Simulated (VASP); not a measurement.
# AlN (P6_3mc) in VASP: notebook

One crystal, AlN, is run at these levels: PBE, LDA, r2SCAN; tasks: band structure.

Program: VASP 6.6.1. These are calculated values, not measurements. Logs are shortened: lines on timing, memory, paths and dates and some standing lists are left out, and cuts for length are marked.

**What was measured.**

From “Structural and optical properties of self-assembled AlN nanowires grown on SiO2/Si substrates by molecular beam epitaxy”, 2024, arxiv:2402.00216, for a bulk crystal of AlN at 0 K: band gap 6.0343 eV (an exciton energy, a little under the gap).

From “Self-assembly of well-separated AlN nanowires directly on sputtered metallic TiN films”, 2019, arxiv:1910.07391, for a bulk crystal of AlN at 10 K: band gap 6.034 eV (an exciton energy, a little under the gap).

How close the calculation comes is told below.

## Step 1: Starting point

The structure is hexagonal, space group P6_3mc (No. 186). Conventional cell: a = 3.113 Å, b = 3.113 Å, c = 4.982 Å, α = 90.00°, β = 90.00°, γ = 120.00°. Around Al (site symmetry 3m) lie 4 N at 1.89 to 1.90 Å. N (site symmetry 3m) is surrounded by 4 Al at 1.89 to 1.90 Å.

## Step 2: Band structure, PBE

INCAR

```
SYSTEM = AlN
PREC     = Accurate       ! precision mode
ENCUT    = 520            ! plane-wave cutoff, eV
EDIFF    = 1E-6           ! SCF threshold, eV
ISMEAR   = 0              ! smearing method
SIGMA    = 0.03           ! smearing width, eV
LREAL    = .FALSE.        ! projectors in reciprocal space
LASPH    = .TRUE.         ! aspherical terms in the spheres
NELM     = 80             ! most SCF steps
ALGO     = Fast           ! electronic algorithm
ISIF     = 2              ! what is computed and relaxed
LWAVE    = .FALSE.        ! write WAVECAR
LCHARG   = .FALSE.        ! write CHGCAR
GGA      = PE             ! functional
```

KPOINTS

```
Automatic mesh
0
G
  12 12 6
  0 0 0
```

POSCAR

```
AlN                                     
1.0
    3.1131018734      0.0000000000     -0.0000000000
   -1.5565509367      2.6960253069      0.0000000000
   -0.0000000000      0.0000000000      4.9818131039
  Al              N             
     2     2
Direct
     0.3333333332999970    0.6666666667000030    0.9989855796471589
     0.6666666667000030    0.3333333332999970    0.4989855796471589
     0.3333333332999970    0.6666666667000030    0.3810144203528436
     0.6666666667000030    0.3333333332999970    0.8810144203528436
```

KPOINTS_OPT

```
explicit points
168
Reciprocal
 0.0000000000  0.0000000000  0.0000000000 1
 0.0555555556  0.0000000000  0.0000000000 1
 0.1111111111  0.0000000000  0.0000000000 1
 0.1666666667  0.0000000000  0.0000000000 1
 0.2222222222  0.0000000000  0.0000000000 1
 0.2777777778  0.0000000000  0.0000000000 1
[... 160 lines left out ...]
 0.5000000000  0.0000000000  0.0277462800 1
 0.5000000000  0.0000000000 -0.0277462800 1
```

Potentials or basis: VASP PAW PBE potentials, release 64 (Al, N).

The run is started by

```console
$ cat potpaw_PBE.64/Al/POTCAR potpaw_PBE.64/N/POTCAR > POTCAR
$ mpirun -np 1 vasp_std > vasp.out
```

OUTCAR:

```text
SYSTEM = AlN
   PREC = Accurate
   ENCUT = 520
   EDIFF = 1E-6
   ISMEAR = 0
   LREAL = .FALSE.
   LASPH = .TRUE.
   NELM = 80
   ISIF = 2
   GGA = PE

 ion  position               nearest neighbor table
   1  0.333  0.667  0.999-   4 1.89   4 1.89   4 1.89   3 1.90   2 3.07   2 3.07   2 3.07   2 3.07
                             2 3.07   2 3.07
   2  0.667  0.333  0.499-   3 1.89   3 1.89   3 1.89   4 1.90   1 3.07   1 3.07   1 3.07   1 3.07
                             1 3.07   1 3.07
   3  0.333  0.667  0.381-   2 1.89   2 1.89   2 1.89   1 1.90
   4  0.667  0.333  0.881-   1 1.89   1 1.89   1 1.89   2 1.90

  LATTYP: Found a hexagonal cell.
 ALAT       =     3.1131018734
 C/A-ratio  =     1.6002730738

  Lattice vectors:

 A1 = (   3.1131018734,   0.0000000000,   0.0000000000)
 A2 = (  -1.5565509367,   2.6960253069,   0.0000000000)
 A3 = (   0.0000000000,   0.0000000000,   4.9818131039)

Analysis of symmetry for initial positions (statically):
=====================================================================
 Subroutine PRICEL returns:
 Original cell was already a primitive cell.

 Routine SETGRP: Setting up the symmetry group for a
 hexagonal supercell.

 Subroutine GETGRP returns: Found 12 space group operations
 (whereof  6 operations were pure point group operations)
 out of a pool of 24 trial point group operations.

The static configuration has the point symmetry C_3v.
 The point group associated with its full space group is C_6v.

Analysis of symmetry for dynamics (positions and initial velocities):
=====================================================================
 Subroutine PRICEL returns:
 Original cell was already a primitive cell.

 Routine SETGRP: Setting up the symmetry group for a
 hexagonal supercell.

 Subroutine GETGRP returns: Found 12 space group operations
 (whereof  6 operations were pure point group operations)
 out of a pool of 24 trial point group operations.

The dynamic configuration has the point symmetry C_3v.
 The point group associated with its full space group is C_6v.

 Subroutine INISYM returns: Found 12 space group operations
 (whereof  6 operations are pure point group operations),
 and found     1 'primitive' translations

----------------------------------------------------------------------------------------

                                     Primitive cell

  volume of cell :      41.8124

  direct lattice vectors                    reciprocal lattice vectors
     3.113101873  0.000000000  0.000000000     0.321223025  0.185458200  0.000000000
    -1.556550937  2.696025307  0.000000000     0.000000000  0.370916400  0.000000000
     0.000000000  0.000000000  4.981813104     0.000000000  0.000000000  0.200730132

  length of vectors
     3.113101873  3.113101873  4.981813104     0.370916400  0.370916400  0.200730132

  position of ions in fractional coordinates (direct lattice)
     0.333333333  0.666666667  0.998985580
     0.666666667  0.333333333  0.498985580
     0.333333333  0.666666667  0.381014420
     0.666666667  0.333333333  0.881014420

  ion indices of the primitive-cell ions
   primitive index   ion index
                 1           1
                 2           2
                 3           3
                 4           4

----------------------------------------------------------------------------------------

 KPOINTS: Automatic mesh

Automatic generation of k-mesh.
 Grid dimensions read from file:
 generate k-points for:   12   12    6

 Generating k-lattice:

  Cartesian coordinates                     Fractional coordinates (reciprocal lattice)
     0.026768585  0.015454850  0.000000000     0.083333333  0.000000000  0.000000000
     0.000000000  0.030909700  0.000000000     0.000000000  0.083333333  0.000000000
     0.000000000  0.000000000  0.033455022     0.000000000  0.000000000  0.166666667

  Length of vectors
     0.030909700  0.030909700  0.033455022

  Shift w.r.t. Gamma in fractional coordinates (k-lattice)
     0.000000000  0.000000000  0.000000000

[... 46 lines left out ...]
  ext. energy  EPLUGINS =         0.00000000
  ---------------------------------------------------
  free energy    TOTEN  =       -29.77276497 eV

  energy without entropy =      -29.77276497  energy(sigma->0) =      -29.77276497

 E-fermi :   6.3467     XC(G=0): -10.9059

 val. band max:        6.1521049736   @ k =   0.0000   0.0000   0.0000
 cond. band min:      10.3431208005   @ k =   0.0000   0.0000   0.0000
 fundamental gap:      4.1910158268
 Fermi energy:         6.3466630339

 k-point     1 :       0.0000    0.0000    0.0000
  band No.  band energies     occupation
      1      -9.0379      2.00000
      2      -6.8921      2.00000
      3       0.1588      2.00000
      4       5.2748      2.00000
      5       5.2748      2.00000
      6       5.9267      2.00000
      7       5.9267      2.00000
      8       6.1521      2.00000
      9      10.3431      0.00000
     10      12.7895      0.00000
     11      16.7561      0.00000
     12      17.2802      0.00000

 k-point     2 :       0.0833    0.0000    0.0000
  band No.  band energies     occupation
      1      -8.9495      2.00000
      2      -6.8420      2.00000
      3       0.2640      2.00000
      4       4.8634      2.00000
      5       5.1582      2.00000
      6       5.5146      2.00000
      7       5.9138      2.00000
      8       6.1137      2.00000
      9      10.7613      0.00000
     10      13.1574      0.00000
     11      16.3883      0.00000
     12      16.6741      0.00000

 k-point     3 :       0.1667    0.0000    0.0000
  band No.  band energies     occupation
      1      -8.6919      2.00000
      2      -6.7052      2.00000
      3       0.5742      2.00000
      4       3.8599      2.00000
      5       4.6413      2.00000
      6       4.8841      2.00000
      7       5.8472      2.00000
      8       5.9787      2.00000
      9      11.6172      0.00000
     10      13.8480      0.00000
     11      15.3298      0.00000
     12      15.9088      0.00000
[... 286 lines left out ...]
 k-point    23 :       0.2500    0.0000    0.1667
  band No.  band energies     occupation
      1      -8.1966      2.00000
      2      -6.6784      2.00000
      3       1.2153      2.00000
      4       2.8534      2.00000
      5       3.5032      2.00000
      6       4.6357      2.00000
      7       5.6334      2.00000
      8       5.6467      2.00000
      9      12.2048      0.00000
     10      13.6753      0.00000
     11      14.4780      0.00000
     12      16.1789      0.00000

 k-point    24 :       0.3333    0.0000    0.1667
  band No.  band energies     occupation
      1      -7.7166      2.00000
      2      -6.4861      2.00000
      3       1.2376      2.00000
      4       2.2062      2.00000
      5       2.8111      2.00000
      6       4.3685      2.00000
      7       5.3580      2.00000
      8       5.4842      2.00000
      9      11.9987      0.00000
     10      12.8030      0.00000
     11      14.6292      0.00000
     12      16.3197      0.00000

 [... further k-points ...]
[... 5 lines left out ...]
  --------------------------------------------------------------------------------------
  -------------------------------------------------------------------------------------
  Total        0.8554901      0.8554901      0.9058274      0.0000000     -0.0000000     -0.0000000
  in kB       32.7808969     32.7808969     34.7097365      0.0000000     -0.0000000     -0.0000000
  external PRESSURE =      33.4238434 kB  Pullay stress =       0.0000000 kB

 VOLUME and BASIS-vectors are now :
 -----------------------------------------------------------------------------
  energy-cutoff  :      520.00
  volume of cell :       41.81
      direct lattice vectors                 reciprocal lattice vectors
     3.113101873  0.000000000  0.000000000     0.321223025  0.185458200  0.000000000
    -1.556550937  2.696025307  0.000000000     0.000000000  0.370916400  0.000000000
     0.000000000  0.000000000  4.981813104     0.000000000  0.000000000  0.200730132

 POSITION                                       TOTAL-FORCE (eV/Angst)
 -----------------------------------------------------------------------------------
     -0.00000      1.79735      4.97676         0.000000      0.000000      0.003808
      1.55655      0.89868      2.48585         0.000000     -0.000000      0.003808
     -0.00000      1.79735      1.89814        -0.000000      0.000000     -0.003808
      1.55655      0.89868      4.38905         0.000000     -0.000000     -0.003808
 -----------------------------------------------------------------------------------
    total drift:                               -0.000000      0.000000      0.000985

  FREE ENERGIE OF THE ION-ELECTRON SYSTEM (eV)
  ---------------------------------------------------
  free  energy   TOTEN  =       -29.7727649655 eV

  energy  without entropy=      -29.7727649655  energy(sigma->0) =      -29.77276497
```

Run time: 27 s. Hardware: 1 thread of Intel Xeon 6975P-C (Granite Rapids), shared host; peak memory 0.19 GiB.

Results:

| Quantity | Value |
| --- | --- |
| Free energy | -29.7728 eV |
| Pressure | 3.3 GPa |
| Largest force | 0.004 eV/Å |
| Band gap on the k mesh | 4.19 eV, direct |
| Band gap along the path | 4.19 eV, direct |

Forces on the atoms (eV/Å):
```
Al   0.000  0.000  0.004
Al   0.000  0.000  0.004
N    0.000  0.000 -0.004
N    0.000  0.000 -0.004
```

Levels at the corners of the path, in eV from the valence-band top:
| point | band 5 | band 6 | band 7 | band 8 | band 9 | band 10 | band 11 | band 12 |
| --- | --- | --- | --- | --- | --- | --- | --- | --- |
| Γ | -0.88 | -0.23 | -0.23 | 0.00 | 4.19 | 6.64 | 10.60 | 11.13 |
| M | -3.35 | -2.10 | -1.78 | -0.70 | 5.80 | 5.80 | 8.17 | 10.26 |
| M | -3.35 | -2.10 | -1.78 | -0.70 | 5.80 | 5.80 | 8.17 | 10.26 |
| K | -3.79 | -2.46 | -2.39 | -2.39 | 5.05 | 8.34 | 9.65 | 9.65 |
| K | -3.79 | -2.46 | -2.39 | -2.39 | 5.05 | 8.34 | 9.65 | 9.65 |
| Γ | -0.88 | -0.23 | -0.23 | 0.00 | 4.19 | 6.64 | 10.60 | 11.13 |
| Γ | -0.88 | -0.23 | -0.23 | 0.00 | 4.19 | 6.64 | 10.60 | 11.13 |
| A | -0.56 | -0.56 | -0.56 | -0.56 | 6.45 | 6.45 | 10.31 | 10.31 |
| A | -0.56 | -0.56 | -0.56 | -0.56 | 6.45 | 6.45 | 10.31 | 10.31 |
| L | -1.48 | -1.48 | -1.37 | -1.37 | 5.30 | 5.30 | 9.24 | 9.24 |
| L | -1.48 | -1.48 | -1.37 | -1.37 | 5.30 | 5.30 | 9.24 | 9.24 |
| H | -3.87 | -3.87 | -0.80 | -0.80 | 7.41 | 7.41 | 7.81 | 7.81 |
| H | -3.87 | -3.87 | -0.80 | -0.80 | 7.41 | 7.41 | 7.81 | 7.81 |
| A | -0.56 | -0.56 | -0.56 | -0.56 | 6.45 | 6.45 | 10.31 | 10.31 |
| L | -1.48 | -1.48 | -1.37 | -1.37 | 5.30 | 5.30 | 9.24 | 9.24 |
| M | -3.35 | -2.10 | -1.78 | -0.70 | 5.80 | 5.80 | 8.17 | 10.26 |
| K | -3.79 | -2.46 | -2.39 | -2.39 | 5.05 | 8.34 | 9.65 | 9.65 |
| H | -3.87 | -3.87 | -0.80 | -0.80 | 7.41 | 7.41 | 7.81 | 7.81 |

## Step 3: Band structure, LDA

INCAR: that of step 2 with these lines changed.

```diff
@@ -13,2 +13 @@
 LCHARG   = .FALSE.        ! write CHGCAR
-GGA      = PE             ! functional
```

KPOINTS is that of step 2.

POSCAR is that of step 2.

KPOINTS_OPT is that of step 2.

Potentials or basis: VASP PAW LDA potentials, release 64 (Al, N).

The run is started by

```console
$ cat potpaw_LDA.64/Al/POTCAR potpaw_LDA.64/N/POTCAR > POTCAR
$ mpirun -np 1 vasp_std > vasp.out
```

Run time: 31 s. Hardware: 1 thread of Intel Xeon 6975P-C (Granite Rapids), shared host; peak memory 0.18 GiB.

Results (log left out):

| Item | Value |
| --- | --- |
| Free energy | -32.8306 eV |
| Pressure | -4.2 GPa |
| Largest force | 0.011 eV/Å |
| Band gap on the k mesh | 4.21 eV, direct |
| Band gap along the path | 4.21 eV, direct |

Forces on the atoms (eV/Å):
```
Al   0.000  0.000  0.011
Al   0.000  0.000  0.011
N    0.000  0.000 -0.011
N    0.000  0.000 -0.011
```

Stress tensor (GPa, compression positive):
```
-4.31  0.00  0.00
 0.00 -4.31  0.00
 0.00  0.00 -3.99
```

Levels at the corners of the path, in eV from the valence-band top:
| point | band 6 | band 7 | band 8 | band 9 | band 10 | band 11 |
| --- | --- | --- | --- | --- | --- | --- |
| Γ | -0.22 | -0.22 | 0.00 | 4.21 | 6.52 | 10.47 |
| M | -2.12 | -1.81 | -0.71 | 5.64 | 5.68 | 8.06 |
| M | -2.12 | -1.81 | -0.71 | 5.64 | 5.68 | 8.06 |
| K | -2.49 | -2.41 | -2.41 | 4.90 | 8.21 | 9.52 |
| K | -2.49 | -2.41 | -2.41 | 4.90 | 8.21 | 9.52 |
| Γ | -0.22 | -0.22 | 0.00 | 4.21 | 6.52 | 10.47 |
| Γ | -0.22 | -0.22 | 0.00 | 4.21 | 6.52 | 10.47 |
| A | -0.56 | -0.56 | -0.56 | 6.40 | 6.40 | 10.13 |
| A | -0.56 | -0.56 | -0.56 | 6.40 | 6.40 | 10.13 |
| L | -1.49 | -1.38 | -1.38 | 5.18 | 5.18 | 9.06 |
| L | -1.49 | -1.38 | -1.38 | 5.18 | 5.18 | 9.06 |
| H | -3.91 | -0.81 | -0.81 | 7.28 | 7.28 | 7.68 |
| H | -3.91 | -0.81 | -0.81 | 7.28 | 7.28 | 7.68 |
| A | -0.56 | -0.56 | -0.56 | 6.40 | 6.40 | 10.13 |
| L | -1.49 | -1.38 | -1.38 | 5.18 | 5.18 | 9.06 |
| M | -2.12 | -1.81 | -0.71 | 5.64 | 5.68 | 8.06 |
| K | -2.49 | -2.41 | -2.41 | 4.90 | 8.21 | 9.52 |
| H | -3.91 | -0.81 | -0.81 | 7.28 | 7.28 | 7.68 |

## Step 4: Band structure, r2SCAN

INCAR: that of step 3 with these lines changed.

```diff
@@ -9,3 +9,3 @@
 NELM     = 80             ! most SCF steps
-ALGO     = Fast           ! electronic algorithm
+ALGO     = Normal         ! electronic algorithm
 ISIF     = 2              ! what is computed and relaxed
@@ -13 +13,3 @@
 LCHARG   = .FALSE.        ! write CHGCAR
+METAGGA  = R2SCAN         ! meta-GGA
+LMIXTAU  = .TRUE.
```

KPOINTS is that of step 3.

POSCAR is that of step 3.

KPOINTS_OPT is that of step 3.

Potentials or basis: VASP PAW PBE potentials, release 64 (Al, N).

The run is started by

```console
$ cat potpaw_PBE.64/Al/POTCAR potpaw_PBE.64/N/POTCAR > POTCAR
$ mpirun -np 1 vasp_std > vasp.out
```

It took 1.8 min on 1 thread of Intel Xeon 6975P-C (Granite Rapids), shared host; peak memory 0.2 GiB.

The run converged. Its results:

| Property | Result |
| --- | --- |
| Free energy | -38.4555 eV |
| Pressure | -1.4 GPa |
| Largest force | 0.011 eV/Å |
| Band gap on the k mesh | 4.87 eV, direct |
| Band gap along the path | 4.87 eV, direct |

Forces in eV/Å, atoms in the order of the input:
```
Al   0.000  0.000  0.011
Al   0.000  0.000  0.011
N    0.000  0.000 -0.011
N    0.000  0.000 -0.011
```

Stress tensor (GPa, compression positive):
```
-1.54  0.00  0.00
 0.00 -1.54  0.00
 0.00  0.00 -1.14
```

Levels at the corners of the path, in eV from the valence-band top:
```
point  band 4  band 5  band 6  band 7  band 8  band 9  band 10  band 11  band 12
    Γ   -0.90   -0.90   -0.24   -0.24    0.00    4.87     7.47    11.58    11.98
    M   -4.22   -3.39   -2.15   -1.77   -0.72    6.44     6.53     9.00    11.21
    M   -4.22   -3.39   -2.15   -1.77   -0.72    6.44     6.53     9.00    11.21
    K   -3.80   -3.80   -2.52   -2.41   -2.41    5.68     9.12    10.53    10.53
    K   -3.80   -3.80   -2.52   -2.41   -2.41    5.68     9.12    10.53    10.53
    Γ   -0.90   -0.90   -0.24   -0.24    0.00    4.87     7.47    11.58    11.98
    Γ   -0.90   -0.90   -0.24   -0.24    0.00    4.87     7.47    11.58    11.98
    A   -3.37   -0.58   -0.58   -0.58   -0.58    7.20     7.20    11.27    11.27
    A   -3.37   -0.58   -0.58   -0.58   -0.58    7.20     7.20    11.27    11.27
    L   -5.66   -1.51   -1.51   -1.39   -1.39    5.98     5.98    10.11    10.11
    L   -5.66   -1.51   -1.51   -1.39   -1.39    5.98     5.98    10.11    10.11
    H   -4.87   -3.92   -3.92   -0.81   -0.81    8.13     8.13     8.61     8.61
    H   -4.87   -3.92   -3.92   -0.81   -0.81    8.13     8.13     8.61     8.61
    A   -3.37   -0.58   -0.58   -0.58   -0.58    7.20     7.20    11.27    11.27
    L   -5.66   -1.51   -1.51   -1.39   -1.39    5.98     5.98    10.11    10.11
    M   -4.22   -3.39   -2.15   -1.77   -0.72    6.44     6.53     9.00    11.21
    K   -3.80   -3.80   -2.52   -2.41   -2.41    5.68     9.12    10.53    10.53
    H   -4.87   -3.92   -3.92   -0.81   -0.81    8.13     8.13     8.61     8.61
```

Caveat: the PAW data sets were made with another functional, which shifts forces and pressure a little.

## Step 5: Summary

```csv
level,potentials or basis,further INCAR settings,gap on the mesh (eV),pressure (GPa),largest force (eV/Å)
PBE,"VASP PAW PBE potentials, release 64 (Al, N)",ALGO = Fast; EDIFF = 1e-06,4.19,3.3,-
LDA,"VASP PAW LDA potentials, release 64 (Al, N)",ALGO = Fast; EDIFF = 1e-06,4.21,-4.2,0.01
r2SCAN,"VASP PAW PBE potentials, release 64 (Al, N)",ALGO = Normal; EDIFF = 1e-06,4.87,-1.4,0.01
```

Alike in all rows: task band structure; no spin polarisation; cell as given; k mesh 12 × 12 × 6; cutoff (eV) 520; smearing gaussian 0.03 eV.

Caveats: the PAW data sets were made with another functional, which shifts forces and pressure a little (some runs).

Absolute energies hang on the potentials; compare differences alone.

## Step 6: Against experiment

Step 2. Measured gap of AlN: 6.0343 eV (an exciton energy, a little under the gap; 0 K; quoted in “Structural and optical properties of self-assembled AlN nanowires grown on SiO2/Si substrates by molecular beam epitaxy”, 2024, arxiv:2402.00216). This calculation gives 4.19 eV (-1.84 eV). 2 values of this kind are on record (6.034 to 6.0343 eV); this one was drawn at random. The value is that of PBE, without temperature or zero-point motion. Semilocal functionals fall short of measured gaps as a rule.

Step 3. Measured gap of AlN: 6.034 eV (an exciton energy, a little under the gap; 10 K; quoted in “Self-assembly of well-separated AlN nanowires directly on sputtered metallic TiN films”, 2019, arxiv:1910.07391). This calculation gives 4.21 eV (-1.82 eV). 2 values of this kind are on record (6.034 to 6.0343 eV); this one was drawn at random. The value is that of LDA, without temperature or zero-point motion. Semilocal functionals fall short of measured gaps as a rule.

Step 4. Against the measured gap of AlN, 6.034 eV (an exciton energy, a little under the gap; 10 K; quoted in “Self-assembly of well-separated AlN nanowires directly on sputtered metallic TiN films”, 2019, arxiv:1910.07391), the calculated 4.87 eV is off by -1.17 eV. 2 values of this kind are on record (6.034 to 6.0343 eV); this one was drawn at random. The value is that of r2SCAN, without temperature or zero-point motion.
